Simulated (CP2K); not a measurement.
CdSe:

```
Cd Se
1.0
     4.34202    0.00000    0.00000
     2.17101    3.76030    0.00000
     2.17101    1.25343    3.54524
Cd Se
1 1
Cartesian
  0.0000 0.0000 0.0000
  2.1710 1.2534 0.8863
```

Measurements of this composition are mostly on another form, of space group No. 186.

Base run:

| Item | Value |
| --- | --- |
| Program | CP2K 2026.2 |
| Functional | PBE |
| Potentials or basis | POTENTIAL_UZH Cd GTH-PBE-q12, Se GTH-PBE-q6; TZVP-MOLOPT-PBE-GTH basis |
| Density cutoff | 6123 eV |
| k mesh | 8 × 8 × 8 |
| Occupations | fermi-dirac, width 0.01 eV |
| Spin | no spin polarisation |

Its results: band gap on the k mesh 0.55 eV, direct; pressure 1.8 GPa.

Task: The run is repeated on the same cell with these changes: functional from PBE to PBEsol; ngrids from 4 to 5. What comes out?

Result: Band gap on the k mesh 0.39 eV, direct; pressure -0.4 GPa.

Caveats: the basis of atomic orbitals isn't converged, which shifts pressures, moduli and gaps; the potentials were made for another functional, which shifts forces and pressure (some runs).

Not every run made on this cell is shown here.
